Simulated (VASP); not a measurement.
# GaAs (F-43m) in VASP: a series of runs, part 2 of 2

VASP 6.6.1.

### Step 5. Single point, LDA (grid = ENCUT=400 dk=0.9 cell=3x3x3 ISMEAR=0 SIGMA=0.05 LREAL=Auto EDIFF=1e-06)

File INCAR:

```
  PREC = Accurate
  ENCUT = 400
  EDIFF = 1E-6
  ISMEAR = 0
  SIGMA = 0.05
  LREAL = Auto
  LASPH = True
  NELM = 120
  ALGO = Fast
  ISIF = 2
  LWAVE = False
  LCHARG = False
  NBANDS = 261
  NCORE = 2
  KPAR = 1
```

File KPOINTS:

```
regular mesh
0
Gamma
  1 1 1
```

File POSCAR:

```
GaAs
1.0
    0.0000000000      8.4805500000      8.4805500000
    8.4805500000      0.0000000000      8.4805500000
    8.4805500000      8.4805500000      0.0000000000
As Ga
27 27
Direct
    0.2500000000      0.2500000000      0.2500000000
    0.2500000000      0.2500000000      0.5833333333
    0.2500000000      0.2500000000      0.9166666667
    0.2500000000      0.5833333333      0.2500000000
    0.2500000000      0.5833333333      0.5833333333
    0.2500000000      0.5833333333      0.9166666667
    0.2500000000      0.9166666667      0.2500000000
    0.2500000000      0.9166666667      0.5833333333
    0.2500000000      0.9166666667      0.9166666667
    0.5833333333      0.2500000000      0.2500000000
    0.5833333333      0.2500000000      0.5833333333
    0.5833333333      0.2500000000      0.9166666667
    0.5833333333      0.5833333333      0.2500000000
    0.5833333333      0.5833333333      0.5833333333
    0.5833333333      0.5833333333      0.9166666667
    0.5833333333      0.9166666667      0.2500000000
    0.5833333333      0.9166666667      0.5833333333
    0.5833333333      0.9166666667      0.9166666667
    0.9166666667      0.2500000000      0.2500000000
    0.9166666667      0.2500000000      0.5833333333
    0.9166666667      0.2500000000      0.9166666667
    0.9166666667      0.5833333333      0.2500000000
    0.9166666667      0.5833333333      0.5833333333
    0.9166666667      0.5833333333      0.9166666667
    0.9166666667      0.9166666667      0.2500000000
    0.9166666667      0.9166666667      0.5833333333
    0.9166666667      0.9166666667      0.9166666667
    0.0000000000      0.0000000000      0.0000000000
    0.0000000000      0.0000000000      0.3333333333
    0.0000000000      0.0000000000      0.6666666667
    0.0000000000      0.3333333333      0.0000000000
    0.0000000000      0.3333333333      0.3333333333
    0.0000000000      0.3333333333      0.6666666667
    0.0000000000      0.6666666667      0.0000000000
    0.0000000000      0.6666666667      0.3333333333
    0.0000000000      0.6666666667      0.6666666667
    0.3333333333      0.0000000000      0.0000000000
    0.3333333333      0.0000000000      0.3333333333
    0.3333333333      0.0000000000      0.6666666667
    0.3333333333      0.3333333333      0.0000000000
    0.3333333333      0.3333333333      0.3333333333
    0.3333333333      0.3333333333      0.6666666667
    0.3333333333      0.6666666667      0.0000000000
    0.3333333333      0.6666666667      0.3333333333
    0.3333333333      0.6666666667      0.6666666667
    0.6666666667      0.0000000000      0.0000000000
    0.6666666667      0.0000000000      0.3333333333
    0.6666666667      0.0000000000      0.6666666667
    0.6666666667      0.3333333333      0.0000000000
    0.6666666667      0.3333333333      0.3333333333
    0.6666666667      0.3333333333      0.6666666667
    0.6666666667      0.6666666667      0.0000000000
    0.6666666667      0.6666666667      0.3333333333
    0.6666666667      0.6666666667      0.6666666667
```

Potentials or basis: VASP PAW LDA potentials, release 64 (As, Ga_d).

Launch:

```console
$ cat potpaw_LDA.64/As/POTCAR potpaw_LDA.64/Ga_d/POTCAR > POTCAR
$ mpirun -np 4 vasp_std > vasp.out
```

OUTCAR:

```text
PREC = Accurate
   ENCUT = 400
   EDIFF = 1E-6
   ISMEAR = 0
   LREAL = Auto
   LASPH = True
   NELM = 120
   ISIF = 2

 Found      1 irreducible k-points:

 Following reciprocal coordinates:
            Coordinates               Weight
  0.000000  0.000000  0.000000      1.000000
   k-points           NKPTS =      1   k-points in BZ     NKDIM =      1   number of bands    NBANDS=    262
   number of dos      NEDOS =    301   number of ions     NIONS =     54
   total plane-waves  NPLWV = 512000
   dimension x,y,z NGX =    80 NGY =   80 NGZ =   80
   dimension x,y,z NGXF=   160 NGYF=  160 NGZF=  160
   ions per type =              27  27
   NGX,Y,Z   is equivalent  to a cutoff of  11.09, 11.09, 11.09 a.u.
   NGXF,Y,Z  is equivalent  to a cutoff of  22.18, 22.18, 22.18 a.u.
 SYSTEM =  unknown system
   PREC   = accura    normal or accurate (medium, high low for compatibility)
   ISTART =      0    job   : 0-new  1-cont  2-samecut
   ICHARG =      2    charge: 1-file 2-atom 10-const
   ISPIN  =      1    spin polarized calculation?
   LNONCOLLINEAR =      F non collinear calculations
[... 60 lines left out ...]
 Fermi energy:         4.0787607768

 k-point     1 :       0.0000    0.0000    0.0000
  band No.  band energies     occupation
      1     -11.2264      2.00000
      2     -11.2264      2.00000
      3     -11.2264      2.00000
      4     -11.2264      2.00000
      5     -11.2264      2.00000
      6     -11.2264      2.00000
[... 247 lines left out ...]
    254       5.2983      0.00000
    255       5.2984      0.00000
 [bands above 255 left out]

------------------------ aborting loop because EDIFF is reached ----------------------------------------

  FORCE on cell =-STRESS in cart. coord.  units (eV):
  Direction    XX          YY          ZZ          XY          YZ          ZX
  --------------------------------------------------------------------------------------
  -------------------------------------------------------------------------------------
  Total       -5.2668374     -5.2668374     -5.2668374      0.0000000      0.0000000     -0.0000000
  in kB       -6.9176477     -6.9176477     -6.9176477      0.0000000      0.0000000     -0.0000000
  external PRESSURE =      -6.9176477 kB  Pullay stress =       0.0000000 kB

 VOLUME and BASIS-vectors are now :
 -----------------------------------------------------------------------------
  energy-cutoff  :      400.00
  volume of cell :     1219.84
      direct lattice vectors                 reciprocal lattice vectors
     0.000000000  8.480550000  8.480550000    -0.058958440  0.058958440  0.058958440
     8.480550000  0.000000000  8.480550000     0.058958440 -0.058958440  0.058958440
     8.480550000  8.480550000  0.000000000     0.058958440  0.058958440 -0.058958440

 POSITION                                       TOTAL-FORCE (eV/Angst)
 -----------------------------------------------------------------------------------
      4.24027      4.24027      4.24027        -0.000000     -0.000000      0.000000
      7.06712      7.06712      4.24027         0.000000      0.000000      0.000000
      9.89398      9.89398      4.24027        -0.000000     -0.000000     -0.000000
      7.06712      4.24027      7.06712        -0.000000     -0.000000      0.000000
      9.89397      7.06712      7.06712        -0.000000      0.000000      0.000000
     12.72082      9.89398      7.06712         0.000000     -0.000000     -0.000000
[... 46 lines left out ...]
      8.48055      8.48055     11.30740         0.000000      0.000000      0.000000
     11.30740     11.30740     11.30740        -0.000000     -0.000000     -0.000000
 -----------------------------------------------------------------------------------
    total drift:                                0.000007      0.000007      0.000007

  FREE ENERGIE OF THE ION-ELECTRON SYSTEM (eV)
  ---------------------------------------------------
  free  energy   TOTEN  =      -243.6058126635 eV

  energy  without entropy=     -243.6057839385  energy(sigma->0) =     -243.60579830
```

OSZICAR:

```text
N       E                     dE             d eps       ncg     rms          rms(c)
DAV:   1     0.610553674643E+04    0.61055E+04   -0.17017E+05   532   0.227E+03
DAV:   2     0.120437313814E+04   -0.49012E+04   -0.48410E+04   548   0.674E+02
DAV:   3    -0.715804049801E+02   -0.12760E+04   -0.12332E+04   608   0.228E+02
[... 24 lines left out ...]
RMM:  28    -0.243605806469E+03   -0.38577E-05   -0.38761E-05   174   0.168E-03    0.298E-05
RMM:  29    -0.243605808872E+03   -0.24037E-05   -0.24166E-05   174   0.140E-03    0.526E-05
RMM:  30    -0.243605810669E+03   -0.17966E-05   -0.18056E-05   171   0.124E-03    0.340E-05
RMM:  31    -0.243605811805E+03   -0.11358E-05   -0.11441E-05   166   0.107E-03    0.460E-05
RMM:  32    -0.243605812664E+03   -0.85864E-06   -0.86245E-06   154   0.980E-04
   1 F= -.24360581E+03 E0= -.24360580E+03  d E =-.287250E-04
```

Run time: 4.3 min. Hardware: 4 MPI ranks of Intel Xeon Platinum 8488C (Sapphire Rapids), shared host; peak memory 0.35 GiB.

The run converged, but some of its settings lie outside the range that counts as converged, so its numbers aren't taken as properties of the crystal.

Results:

| Property | Result |
| --- | --- |
| Free energy | -243.6058 eV |
| Pressure | -0.7 GPa |
| Band gap on the k mesh | 0.29 eV |

Caveat: the k mesh is coarse (spacing up to 0.64 Å⁻¹), so the values aren't converged; an odd mesh through Γ misses points on the zone boundary, where band edges often lie.

### Step 6. The reference run

An earlier run on the cell as given: functional PBEsol; potentials or basis VASP PAW PBE potentials, release 64 (As, Ga_d); cutoff 520 eV; k mesh 8 × 8 × 8; occupations fermi-dirac, width 0.05 eV; no spin polarisation.

- Pressure: 0.3 GPa
- Band gap on the k mesh: 0.46 eV, direct

### Step 7. Summary

```tsv
task	level	cell	k mesh	cutoff (eV)	smearing	grid for exact exchange (PRECFOCK)	exchange at q = 0	ladder	mesh quality	gap on the mesh (eV)	pressure (GPa)
single point	PBE	as given	8 × 8 × 8	520	gaussian 0.015 eV	-	-	-	not flagged	0.52	3.5
relaxation of cell and atoms	PBEsol0	relaxed	4 × 4 × 4	600	fermi-dirac 0.05 eV	Normal	truncated	-	coarse	2.21	0.0
single point	PBEsol	as given	8 × 8 × 8	520	fermi-dirac 0.05 eV	-	-	free	not flagged	0.46	0.3
```

Alike in all rows: potentials or basis VASP PAW PBE potentials, release 64 (As, Ga_d); no spin polarisation.

Caveats: some runs use coarse meshes; the PAW data sets were made with another functional, which shifts forces and pressure a little (some runs).

Absolute energies hang on the potentials; compare differences alone.

### Step 8. How close it comes

Step 2. A measured gap of GaAs is 1.412 eV (direct; 300 K; “Evidence of valence band perturbations in GaAsN/GaAs(001): A combined variable-angle spectroscopic ellipsometry and modulated photoreflectance investigation”, 2008, arxiv:0805.2212); the calculated 0.52 eV misses it by -0.89 eV. 3 values of this kind are on record (1.412 to 1.51 eV); this one was drawn at random among those near their median, those with a stated uncertainty first. Spin-orbit coupling on As, Ga is left out. The value is that of PBE on a finite k mesh, which can miss the band edges, without temperature or zero-point motion. Semilocal functionals fall short of measured gaps as a rule.
